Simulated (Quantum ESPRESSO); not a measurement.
# BAs (F-43m) in Quantum ESPRESSO: a series of runs

One crystal, BAs, is run at these levels: PBE, rev-vdW-DF2; tasks: Wannier functions, phonons.

Everything below comes from runs of Quantum ESPRESSO 7.5. Logs are shortened: lines on timing, memory, paths and dates and some standing lists are left out, and cuts for length are marked.

### Step 1. The crystal as given

It takes space group F-43m (No. 216, cubic). Conventional cell: a = 4.777 Å, b = 4.777 Å, c = 4.777 Å, α = 90.00°, β = 90.00°, γ = 90.00°. Around As (site symmetry -43m) lie 4 B at 2.07 Å. Around B (site symmetry -43m) lie 4 As at 2.07 Å.

### Step 2. Wannier functions, PBE, spin-orbit coupling, no magnetisation

Contents of pw.in:

```
&CONTROL
  calculation = 'scf'
  prefix = 'pwscf'
  outdir = './tmp'
  pseudo_dir = './pseudo'
  tprnfor = .true.
  tstress = .true.
  disk_io = 'low'
/
&SYSTEM
  ibrav = 0
  nat = 2
  ntyp = 2
  ecutwfc = 84
  nbnd = 30
  occupations = 'smearing'
  smearing = 'fd'
  degauss = 0.00367493
  noncolin = .true.
  lspinorb = .true.
/
&ELECTRONS
  conv_thr = 4d-10
  electron_maxstep = 120
  mixing_beta = 0.5
/
ATOMIC_SPECIES
As    74.9216 As.upf
B     10.8100 B.upf
CELL_PARAMETERS angstrom
   0.0000000000    2.3885000000    2.3885000000
   2.3885000000    0.0000000000    2.3885000000
   2.3885000000    2.3885000000    0.0000000000
ATOMIC_POSITIONS crystal
As     0.7500000000    0.7500000000    0.7500000000
B      0.0000000000    0.0000000000    0.0000000000
K_POINTS automatic
8 8 8 0 0 0
```

Contents of nscf.in:

```
&CONTROL
  calculation = 'nscf'
  prefix = 'pwscf'
  outdir = './tmp'
  pseudo_dir = './pseudo'
  disk_io = 'low'
/
&SYSTEM
  ibrav = 0
  nat = 2
  ntyp = 2
  ecutwfc = 84
  nbnd = 22
  occupations = 'smearing'
  smearing = 'fd'
  degauss = 0.00367493
  noncolin = .true.
  lspinorb = .true.
  nosym = .true.
  noinv = .true.
/
&ELECTRONS
  conv_thr = 1d-09
  electron_maxstep = 120
  mixing_beta = 0.5
  diago_full_acc = .true.
/
ATOMIC_SPECIES
As    74.9216 As.upf
B     10.8100 B.upf
CELL_PARAMETERS angstrom
   0.0000000000    2.3885000000    2.3885000000
   2.3885000000    0.0000000000    2.3885000000
   2.3885000000    2.3885000000    0.0000000000
ATOMIC_POSITIONS crystal
As     0.7500000000    0.7500000000    0.7500000000
B      0.0000000000    0.0000000000    0.0000000000
K_POINTS crystal
216
  0.00000000   0.00000000   0.00000000 4.62962963e-03
  0.00000000   0.00000000   0.16666667 4.62962963e-03
  0.00000000   0.00000000   0.33333333 4.62962963e-03
  0.00000000   0.00000000   0.50000000 4.62962963e-03
  0.00000000   0.00000000   0.66666667 4.62962963e-03
  0.00000000   0.00000000   0.83333333 4.62962963e-03
[... 208 lines left out ...]
  0.83333333   0.83333333   0.66666667 4.62962963e-03
  0.83333333   0.83333333   0.83333333 4.62962963e-03
```

Contents of pw2wan.in:

```
&INPUTPP
  prefix = 'pwscf'
  outdir = './tmp'
  seedname = 'w'
  write_mmn = .true.
  write_amn = .true.
  scdm_proj = .true.
  scdm_entanglement = 'isolated'
/
```

Contents of bands.in:

```
&CONTROL
  calculation = 'bands'
  prefix = 'pwscf'
  outdir = './tmp'
  pseudo_dir = './pseudo'
  disk_io = 'low'
/
&SYSTEM
  ibrav = 0
  nat = 2
  ntyp = 2
  ecutwfc = 84
  nbnd = 22
  occupations = 'smearing'
  smearing = 'fd'
  degauss = 0.00367493
  noncolin = .true.
  lspinorb = .true.
/
&ELECTRONS
  conv_thr = 1d-08
  electron_maxstep = 120
  mixing_beta = 0.5
  diago_full_acc = .true.
/
ATOMIC_SPECIES
As    74.9216 As.upf
B     10.8100 B.upf
CELL_PARAMETERS angstrom
   0.0000000000    2.3885000000    2.3885000000
   2.3885000000    0.0000000000    2.3885000000
   2.3885000000    2.3885000000    0.0000000000
ATOMIC_POSITIONS crystal
As     0.7500000000    0.7500000000    0.7500000000
B      0.0000000000    0.0000000000    0.0000000000
K_POINTS crystal
77
  0.00000000   0.00000000   0.00000000 1
  0.04166700   0.00000000   0.04166700 1
  0.08333300   0.00000000   0.08333300 1
  0.12500000   0.00000000   0.12500000 1
  0.16666700   0.00000000   0.16666700 1
  0.20833300   0.00000000   0.20833300 1
[... 69 lines left out ...]
  0.53125000   0.06250000   0.53125000 1
  0.50000000   0.00000000   0.50000000 1
```

Contents of w.win:

```
num_wann = 18
num_bands = 18
auto_projections = true
num_iter = 400
conv_tol = 1.0d-9
conv_window = 4
num_print_cycles = 40
fermi_energy = 11.9832
bands_plot = true
write_hr = true
mp_grid = 6 6 6
spinors = true
exclude_bands = 19-22
begin unit_cell_cart
ang
  0.0000000000   2.3885000000   2.3885000000
  2.3885000000   0.0000000000   2.3885000000
  2.3885000000   2.3885000000   0.0000000000
end unit_cell_cart
begin atoms_frac
As   0.7500000000   0.7500000000   0.7500000000
B    0.0000000000   0.0000000000   0.0000000000
end atoms_frac
begin kpoint_path
G   0.0000000000   0.0000000000   0.0000000000  X   0.5000000000   0.0000000000   0.5000000000
X   0.5000000000   0.0000000000   0.5000000000  W   0.5000000000   0.2500000000   0.7500000000
W   0.5000000000   0.2500000000   0.7500000000  K   0.3750000000   0.3750000000   0.7500000000
K   0.3750000000   0.3750000000   0.7500000000  G   0.0000000000   0.0000000000   0.0000000000
G   0.0000000000   0.0000000000   0.0000000000  L   0.5000000000   0.5000000000   0.5000000000
L   0.5000000000   0.5000000000   0.5000000000  U   0.6250000000   0.2500000000   0.6250000000
U   0.6250000000   0.2500000000   0.6250000000  W   0.5000000000   0.2500000000   0.7500000000
W   0.5000000000   0.2500000000   0.7500000000  L   0.5000000000   0.5000000000   0.5000000000
L   0.5000000000   0.5000000000   0.5000000000  K   0.3750000000   0.3750000000   0.7500000000
U   0.6250000000   0.2500000000   0.6250000000  X   0.5000000000   0.0000000000   0.5000000000
end kpoint_path
bands_num_points = 12
begin kpoints
  0.00000000   0.00000000   0.00000000
  0.00000000   0.00000000   0.16666667
  0.00000000   0.00000000   0.33333333
  0.00000000   0.00000000   0.50000000
  0.00000000   0.00000000   0.66666667
  0.00000000   0.00000000   0.83333333
[... 208 lines left out ...]
  0.83333333   0.83333333   0.66666667
  0.83333333   0.83333333   0.83333333
end kpoints
```

Potentials or basis: PseudoDojo 0.4 FR PBE standard.

On the command line:

```bash
$ OMP_NUM_THREADS=1 pw.x -in pw.in > pw.out
$ OMP_NUM_THREADS=1 pw.x -in nscf.in > nscf.out
$ wannier90.x -pp w
$ OMP_NUM_THREADS=1 pw2wannier90.x -in pw2wan.in > pw2wan.out
$ wannier90.x w
$ OMP_NUM_THREADS=1 pw.x -in bands.in > bands.out
```

pw.out:

```text
This program is part of the open-source Quantum ESPRESSO suite
     for quantum simulation of materials; please cite
[... 9 lines left out ...]
     --------------------
     sticks:   dense  smooth     PW     G-vecs:    dense   smooth      PW
     Sum         955     955    283                19195    19195    3143

     Using Slab Decomposition

     bravais-lattice index     =            0
     lattice parameter (alat)  =       6.3832  a.u.
     unit-cell volume          =     183.9087 (a.u.)^3
     number of atoms/cell      =            2
     number of atomic types    =            2
     number of electrons       =        18.00
     number of Kohn-Sham states=           30
     kinetic-energy cutoff     =      84.0000  Ry
     charge density cutoff     =     336.0000  Ry
     scf convergence threshold =      4.0E-10
     mixing beta               =       0.5000
     number of iterations used =            8  plain     mixing
     Exchange-correlation= PBE
                           (   1   4   3   4   0   0   0)
     Non magnetic calculation with spin-orbit

     celldm(1)=   6.383210  celldm(2)=   0.000000  celldm(3)=   0.000000
     celldm(4)=   0.000000  celldm(5)=   0.000000  celldm(6)=   0.000000

     crystal axes: (cart. coord. in units of alat)
               a(1) = (   0.000000   0.707107   0.707107 )
               a(2) = (   0.707107   0.000000   0.707107 )
               a(3) = (   0.707107   0.707107   0.000000 )

     reciprocal axes: (cart. coord. in units 2 pi/alat)
               b(1) = ( -0.707107  0.707107  0.707107 )
               b(2) = (  0.707107 -0.707107  0.707107 )
               b(3) = (  0.707107  0.707107 -0.707107 )

     PseudoPot. # 1 for As read from file:
     As.upf
     Pseudo is Norm-conserving + core correction, Zval = 15.0
     Generated using ONCVPSP code by D. R. Hamann
     Using radial grid of 1358 points, 10 beta functions with:
                l(1) =   0
                l(2) =   0
                l(3) =   1
                l(4) =   1
                l(5) =   1
                l(6) =   1
                l(7) =   2
                l(8) =   2
                l(9) =   2
               l(10) =   2

     PseudoPot. # 2 for B  read from file:
     B.upf
     Pseudo is Norm-conserving + core correction, Zval =  3.0
     Generated using ONCVPSP code by D. R. Hamann
     Using radial grid of 1534 points,  6 beta functions with:
                l(1) =   0
                l(2) =   0
                l(3) =   1
                l(4) =   1
                l(5) =   1
                l(6) =   1

     atomic species   valence    mass     pseudopotential
     As               15.00    74.92160     As( 1.00)
     B                 3.00    10.81000     B ( 1.00)

     24 Sym. Ops. (no inversion) found

   Cartesian axes

     site n.     atom                  positions (alat units)
         1        As     tau(   1) = (   1.0606602   1.0606602   1.0606602  )
         2        B      tau(   2) = (   0.0000000   0.0000000   0.0000000  )

     number of k points=    29  Fermi-Dirac smearing, width (Ry)=  0.0037
                       cart. coord. in units 2pi/alat
        k(    1) = (   0.0000000   0.0000000   0.0000000), wk =   0.0019531
        k(    2) = (   0.0883883   0.0883883  -0.0883883), wk =   0.0156250
        k(    3) = (   0.1767767   0.1767767  -0.1767767), wk =   0.0156250
        k(    4) = (   0.2651650   0.2651650  -0.2651650), wk =   0.0156250
        k(    5) = (  -0.3535534  -0.3535534   0.3535534), wk =   0.0078125
        k(    6) = (   0.1767767   0.0000000   0.0000000), wk =   0.0117188
[... 21 lines left out ...]
        k(   28) = (  -0.7071068   0.1767767  -0.0000000), wk =   0.0234375
        k(   29) = (  -0.7071068   0.3535534   0.0000000), wk =   0.0117188

     Dense  grid:    19195 G-vectors     FFT dimensions: (  40,  40,  40)

     Initial potential from superposition of free atoms

     starting charge      17.9995, renormalised to      18.0000
     Starting wfcs are   26 randomized atomic wfcs +    4 random wfcs

     Self-consistent Calculation

     iteration #  1     ecut=    84.00 Ry     beta= 0.50
     Davidson diagonalization with overlap
     ethr =  1.00E-02,  avg # of iterations =  5.4

     Threshold (ethr) on eigenvalues was too large:
     Diagonalizing with lowered threshold

     Davidson diagonalization with overlap
     ethr =  8.45E-04,  avg # of iterations =  1.1

     total energy              =    -217.93939384 Ry
     estimated scf accuracy    <       0.15330226 Ry

     iteration #  2     ecut=    84.00 Ry     beta= 0.50
     Davidson diagonalization with overlap
     ethr =  8.52E-04,  avg # of iterations =  2.3

     total energy              =    -217.96701588 Ry
     estimated scf accuracy    <       0.01087546 Ry

     iteration #  3     ecut=    84.00 Ry     beta= 0.50
     Davidson diagonalization with overlap
     ethr =  6.04E-05,  avg # of iterations =  4.0

     total energy              =    -217.96786669 Ry
     estimated scf accuracy    <       0.00166958 Ry
[... 26 lines left out ...]
     total energy              =    -217.96795956 Ry
     estimated scf accuracy    <       0.00000001 Ry

     iteration #  8     ecut=    84.00 Ry     beta= 0.50
     Davidson diagonalization with overlap
     ethr =  7.30E-11,  avg # of iterations =  1.7

     total energy              =    -217.96795956 Ry
     estimated scf accuracy    <          8.8E-10 Ry

     iteration #  9     ecut=    84.00 Ry     beta= 0.50
     Davidson diagonalization with overlap
     ethr =  4.92E-12,  avg # of iterations =  2.3

     End of self-consistent calculation

          k = 0.0000 0.0000 0.0000 (  2421 PWs)   bands (ev):

   -24.9712 -24.9712 -24.9712 -24.9712 -24.2525 -24.2525 -24.2404 -24.2404
   -24.2404 -24.2404  -4.0505  -4.0505  11.2040  11.2040  11.4117  11.4117
    11.4117  11.4117  14.4978  14.4978  14.7123  14.7123  14.7123  14.7123
    16.0354  16.0354  20.9541  20.9541  24.5130  24.5130

          k = 0.0884 0.0884-0.0884 (  2385 PWs)   bands (ev):

   -24.9712 -24.9706 -24.9702 -24.9702 -24.2515 -24.2515 -24.2406 -24.2406
   -24.2397 -24.2390  -3.7946  -3.7946   9.3775   9.3775  10.8426  10.8426
    10.9754  10.9771  14.7419  14.7419  15.1542  15.1542  15.2858  15.2883
    17.3188  17.3188  21.8971  21.8971  23.1075  23.1120

          k = 0.1768 0.1768-0.1768 (  2406 PWs)   bands (ev):

   -24.9708 -24.9700 -24.9680 -24.9680 -24.2493 -24.2493 -24.2410 -24.2410
   -24.2373 -24.2364  -3.0497  -3.0497   6.4123   6.4123  10.1285  10.1285
    10.2679  10.2700  14.4223  14.4223  15.9536  15.9536  16.0774  16.0817
    19.2679  19.2679  22.6716  22.6744  22.7045  22.7120
[... 108 lines left out ...]
   -24.9682 -24.9677 -24.9649 -24.9642 -24.2472 -24.2460 -24.2381 -24.2374
   -24.2336 -24.2329  -0.2439  -0.2432   3.3925   3.4224   6.5423   6.6061
     7.5125   7.5166  12.9971  12.9991  14.3122  14.3440  21.4879  21.5608
    21.6726  21.6878  23.8216  23.8399  27.5591  27.5922

          k = 0.0000-0.5303 0.5303 (  2382 PWs)   bands (ev):

   -24.9677 -24.9677 -24.9655 -24.9638 -24.2465 -24.2445 -24.2382 -24.2366
   -24.2352 -24.2336   0.0867   0.0873   3.1795   3.2436   5.3553   5.4535
     7.8655   7.8681  13.4019  13.4129  16.8932  16.9290  20.5687  20.5857
    21.0919  21.1702  21.9866  22.0100  24.9098  24.9245

          k =-0.7071 0.0000 0.0000 (  2402 PWs)   bands (ev):

   -24.9680 -24.9680 -24.9643 -24.9643 -24.2469 -24.2469 -24.2377 -24.2377
   -24.2323 -24.2323   0.1294   0.1294   2.8300   2.8300   7.2068   7.2068
     7.3385   7.3385  12.7995  12.7995  12.8047  12.8047  22.6564  22.6564
    22.8110  22.8110  24.2369  24.2369  28.5977  28.5977

          k = 0.3536 0.1768 0.0000 (  2391 PWs)   bands (ev):

   -24.9699 -24.9689 -24.9674 -24.9666 -24.2484 -24.2475 -24.2401 -24.2398
   -24.2362 -24.2358  -2.3987  -2.3978   6.1190   6.1835   7.5860   7.6878
     9.2930   9.3672  14.5707  14.6070  16.5480  16.6228  17.2901  17.3603
    18.4833  18.6281  22.1487  22.1622  24.7345  24.8092

          k =-0.2652-0.4419 0.6187 (  2398 PWs)   bands (ev):

   -24.9692 -24.9682 -24.9663 -24.9648 -24.2470 -24.2454 -24.2398 -24.2394
   -24.2347 -24.2345  -1.3324  -1.3306   4.1723   4.2091   6.8765   6.9539
     8.5824   8.6504  15.2022  15.2249  16.3855  16.4822  17.8722  17.9308
    19.3849  19.5127  22.8155  22.8481  24.7513  24.8320
[... 17 lines left out ...]
   -24.9682 -24.9671 -24.9657 -24.9640 -24.2466 -24.2440 -24.2382 -24.2372
   -24.2352 -24.2341  -0.0778  -0.0765   3.3552   3.4162   5.7334   5.8346
     7.1885   7.2521  14.7696  14.8072  17.0559  17.0802  18.4285  18.5440
    20.6639  20.7929  22.5313  22.5946  26.1837  26.2346

          k = 0.0000-0.3536 0.5303 (  2387 PWs)   bands (ev):

   -24.9684 -24.9668 -24.9664 -24.9640 -24.2464 -24.2437 -24.2384 -24.2383
   -24.2350 -24.2346  -0.3715  -0.3692   3.6512   3.7250   5.4970   5.6067
     7.7091   7.7688  15.3178  15.3499  17.5603  17.6650  18.0357  18.0440
    20.5193  20.6693  21.6663  21.7193  24.6345  24.6461

          k =-0.7071 0.1768-0.0000 (  2386 PWs)   bands (ev):

   -24.9681 -24.9672 -24.9650 -24.9640 -24.2470 -24.2450 -24.2380 -24.2369
   -24.2341 -24.2330   0.2063   0.2065   3.0119   3.0525   6.4678   6.5668
     6.6687   6.6868  14.2255  14.2699  14.3626  14.3671  20.9938  21.1088
    21.3606  21.3729  23.7736  23.7834  27.1347  27.3805

          k =-0.7071 0.3536 0.0000 (  2400 PWs)   bands (ev):

   -24.9680 -24.9663 -24.9659 -24.9640 -24.2466 -24.2430 -24.2371 -24.2370
   -24.2356 -24.2348   0.2886   0.2888   3.2580   3.3356   5.7891   5.9307
     6.1603   6.1773  16.6200  16.6270  17.2966  17.2989  18.1288  18.1750
    18.3858  18.4815  23.6873  23.6945  26.7897  27.0478

     the Fermi energy is    11.9557 ev

!    total energy              =    -217.96795956 Ry
     estimated scf accuracy    <          4.6E-11 Ry
     smearing contrib. (-TS)   =      -0.00000001 Ry
     internal energy E=F+TS    =    -217.96795955 Ry

     The total energy is F=E-TS. E is the sum of the following terms:
     one-electron contribution =    -102.08062173 Ry
     hartree contribution      =      60.95411894 Ry
     xc contribution           =     -49.99933401 Ry
     ewald contribution        =    -126.84212275 Ry

     convergence has been achieved in   9 iterations

     Forces acting on atoms (cartesian axes, Ry/au):

     atom    1 type  1   force =     0.00000000    0.00000000    0.00000000
     atom    2 type  2   force =    -0.00000000   -0.00000000   -0.00000000

     Total force =     0.000000     Total SCF correction =     0.000000

     Computing stress (Cartesian axis) and pressure

          total   stress  (Ry/bohr**3)                   (kbar)     P=       27.94
   0.00018994   0.00000000   0.00000000           27.94        0.00        0.00
   0.00000000   0.00018994   0.00000000            0.00       27.94        0.00
   0.00000000   0.00000000   0.00018994            0.00        0.00       27.94

=------------------------------------------------------------------------------=
   JOB DONE.
=------------------------------------------------------------------------------=
```

Wall time 9.6 min (1 thread of Arm Neoverse V1, shared host); peak memory 0.39 GiB.

Results:

* Free energy: -2965.6052 eV
* Pressure: 2.8 GPa
* Band gap on the k mesh: 1.14 eV, indirect (least direct gap 3.09 eV)
* Band gap along the path: 1.14 eV, indirect (least direct gap 3.09 eV)
* Total Wannier spread: 13.89 Å² over 18 functions
* RMS miss of the Wannier bands: 0.020 eV

Levels at the corners of the path, in eV from the valence-band top:
```tsv
point	band 16	band 17	band 18	band 19	band 20	band 21
Γ	0.00	0.00	0.00	3.09	3.09	3.30
X	-4.20	-4.07	-4.07	1.39	1.39	1.39
W	-5.48	-5.25	-5.23	5.21	5.22	5.88
K	-5.96	-3.55	-3.54	1.99	2.00	5.48
Γ	0.00	0.00	0.00	3.09	3.09	3.30
L	-1.96	-1.81	-1.81	2.64	2.64	4.70
U	-5.96	-3.55	-3.54	1.99	2.00	5.48
W	-5.48	-5.25	-5.23	5.21	5.22	5.88
L	-1.96	-1.81	-1.81	2.64	2.64	4.70
K	-5.96	-3.55	-3.54	1.99	2.00	5.48
U	-5.96	-3.55	-3.54	1.99	2.00	5.48
X	-4.20	-4.07	-4.07	1.39	1.39	1.39
```

Wannier functions:
```csv
function,nearest atom,distance (Å),spread (Å²),on-site energy from the reference level (eV)
1,1 As,0.02,0.27,-36.11
2,1 As,0.01,0.26,-36.34
3,1 As,1.00,1.41,-7.61
4,1 As,0.01,0.25,-36.43
5,1 As,0.01,0.27,-36.27
6,1 As,1.00,1.41,-7.61
7,1 As,1.00,1.41,-7.61
8,1 As,1.00,1.41,-7.61
9,1 As,1.00,1.41,-7.61
10,1 As,1.00,1.41,-7.61
11,1 As,0.01,0.26,-35.93
12,1 As,0.00,0.27,-36.00
13,1 As,0.00,0.25,-36.16
14,1 As,0.01,0.26,-36.14
15,1 As,0.01,0.26,-36.06
16,1 As,0.01,0.25,-36.44
17,1 As,1.00,1.41,-7.61
18,1 As,1.00,1.41,-7.61
```

Parts of the spread (Å²): invariant 12.63, diagonal 0.012, off-diagonal 1.24, total 13.89. Against the direct bands the interpolation misses by 20 meV (root mean square) and 130 meV at most, for states up to 1 eV over the reference level.

Caveat: the Wannier minimisation didn't converge. PBE gaps usually lie below the measured ones, often by a third to a half.

(Continued in part 2 of 2.)
